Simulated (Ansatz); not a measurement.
## Moving the functional in Be

It takes space group Fm-3m (No. 225, cubic). The conventional cell has a = 3.158 Å, b = 3.158 Å, c = 3.158 Å, α = 90.00°, β = 90.00°, γ = 90.00°. Be (site symmetry m-3m) is surrounded by 12 Be at 2.23 Å.

This isn't the form of Be at room conditions, which is hcp.

Kept alike: task band structure; k mesh 14 × 14 × 14; occupations fermi-dirac, width 0.05 eV; no spin polarisation. Program: Ansatz, Ansatz PAW. Cutoffs run from 420 to 500 eV. The mesh is that of the run's cell of 1 atom. No spin-orbit coupling.

| functional | pressure (GPa) |
| --- | --- |
| BLYP | 0.06 |
| LDA | -5.96 |
| PBE | -0.17 |
| PBEsol | -1.32 |
| RPBE | 3.09 |
| r2SCAN | -0.05 |
| revPBE | 2.57 |

Pressure is positive in compression, with a Pulay correction for the finite cutoff. For a metal such a mesh leaves the last digits unconverged. All rows use potentials made for PBE.

Question: What does the functional change here?

Answer: The pressure runs from -5.96 (LDA) to 3.09 GPa (RPBE). From PBE: BLYP +0.23; LDA -5.79; PBEsol -1.15; RPBE +3.26; r2SCAN +0.12; revPBE +2.74. A positive pressure means that the functional's own cell is larger than the one given, a negative one that it is smaller.
